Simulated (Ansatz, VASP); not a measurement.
## Na: VASP beside Ansatz

```
Na
1.0
     3.75669    0.00000    0.00000
    -1.87835    3.25339    0.00000
     0.00000    0.00000    6.05700
Na
2
Direct
  0.33333 0.66667 0.25000
  0.66667 0.33333 0.75000
```

Alike in both runs: functional PBE; k mesh 10 × 10 × 6; occupations fermi-dirac, width 0.05 eV; no spin polarisation.

Ansatz relaxed the structure, and its values are those at the end. VASP's run is a single point on that final structure, the one shown.

|  | VASP | Ansatz |
| --- | --- | --- |
| version | VASP 6.6.1 | Ansatz 0.2.0 |
| potentials or method | VASP PAW PBE potentials, release 64 (Na_pv) | PAW with Ansatz's default frozen-core files, scalar-relativistic |
| plane-wave cutoff (eV) | 520 | 420 |
| valence electrons in the cell | 14 | 18 |

|  | VASP | Ansatz | Ansatz less VASP |
| --- | --- | --- | --- |
| pressure (GPa) | 0.0 | 0.0 | 0.00 |

The functional is the same, so the differences come from potentials, cutoffs and numerics. The two sets of potentials don't hold the same shells in valence.
